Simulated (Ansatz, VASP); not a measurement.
H in VASP and in Ansatz

INCAR

```
  PREC = Accurate
  ENCUT = 520
  EDIFF = 1E-6
  ISMEAR = 0
  SIGMA = 0.02
  LREAL = False
  LASPH = True
  NELM = 60
  ALGO = Normal
  ISIF = 2
  LWAVE = False
  LCHARG = False
  NBANDS = 10
```

KPOINTS

```
Automatic mesh
0
Gamma
  8 8 4
```

File POSCAR:

```
H
1.0
    1.6485318600     -2.7316882300      0.0000000000
    1.6485318600      2.7316882300      0.0000000000
    0.0000000000      0.0000000000      6.3137686200
H
4
Direct
    0.5678085000      0.4321915000      0.9995149500
    0.4321915000      0.5678085000      0.0004850500
    0.4321915000      0.5678085000      0.4995149500
    0.5678085000      0.4321915000      0.5004850500
```

Input for Ansatz:

```yaml
crystal:
  lattice:
    - [1.64853186, -2.73168823, 0.0]
    - [1.64853186, 2.73168823, 0.0]
    - [0.0, 0.0, 6.31376862]
  atoms:
    - { symbol: H, position: [0.5678085, 0.4321915, 0.99951495] }
    - { symbol: H, position: [0.4321915, 0.5678085, 0.00048505] }
    - { symbol: H, position: [0.4321915, 0.5678085, 0.49951495] }
    - { symbol: H, position: [0.5678085, 0.4321915, 0.50048505] }
basis:
  ecutwfc: 420
kpoints:
  mp_grid: { grid: [8, 8, 4] }
hamiltonian:
  xc: lda
scf:
  occupations: { method: gaussian, width: 0.02 }
output:
  forces: true
  stress: true
  eigenvalues: true
```

Alike in both runs: task single point; functional LDA; k mesh 8 × 8 × 4; occupations gaussian, width 0.02 eV; no spin polarisation.

|  | VASP | Ansatz |
| --- | --- | --- |
| version | VASP 6.6.1 | Ansatz 0.2.0 |
| potentials or method | VASP PAW LDA potentials, release 64 (H) | scalar-relativistic, plane waves, PAW |
| plane-wave cutoff (eV) | 520 | 420 |
| valence electrons in the cell | 4 | 4 |

|  | VASP | Ansatz | Ansatz less VASP |
| --- | --- | --- | --- |
| gap on the k mesh at the Fermi level (eV) | 7.80 | 7.80 | +0.005 |
| least direct gap on the mesh (eV) | 7.81 | 7.81 | +0.006 |
| pressure (GPa) | 0.7 | 0.9 | +0.15 |
| largest component of the traceless stress (GPa) | 2.52 | 2.52 | -0.002 |
| rms of the force components (eV/Å) | 0.566 | 0.560 | -0.0054 |

Atom by atom the forces differ by 0.005 eV/Å (rms over components).

A k mesh can miss the band edges. As with any semilocal functional, this LDA gap is likely too small.
